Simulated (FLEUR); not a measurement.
**MgSe under changes of volume**

One of the cells (20.246 Å³/atom); the others are scaled copies at fixed shape and fractional positions:

```
Se Mg
1.0
     0.00000    2.72550    2.72550
     2.72550    0.00000    2.72550
     2.72550    2.72550    0.00000
Se Mg
1 1
Direct
  0.50000 0.50000 0.50000
  0.00000 0.00000 0.00000
```

* Program: FLEUR MaX-R8.1 (later development tree)
* Functional: BLYP
* Potentials or basis: all-electron
* Basis: FLAPW
* Kmax: 4.52 1/bohr
* k mesh: 8 × 8 × 8
* Occupations: fermi-dirac, width 0.05 eV
* Spin: no spin polarisation

| volume (Å³/atom) | energy over the lowest point (meV/atom) | gap on the mesh (eV) |
| --- | --- | --- |
| 19.031 | 69.74 | 2.00 |
| 19.436 | ? | ? |
| 20.246 | 18.14 | 1.88 |
| 21.056 | 2.78 | 1.81 |
| 21.461 | 0.00 | 1.77 |

**Question.** What does the run at 19.436 Å³/atom give?

**Answer.** Energy over the lowest point 47.76 meV/atom; gap on the mesh 1.96 eV.

Worked out: A Birch-Murnaghan fit of order 2 (a polynomial in V^(-2/3)) to the other rows has its minimum at 21.68 Å³/atom, just outside them, with B0 = V·E''(V) = 56 GPa. It gives 48.19 meV/atom at 19.436 Å³/atom, against the run's 47.76. A straight line through the other rows of the gap, of slope -1.9 eV per unit of ln V, gives 1.96 eV, against the run's 1.96.

Energies are extrapolated to zero smearing.

A mesh can miss the band edges. Spin-orbit coupling on Se is left out.
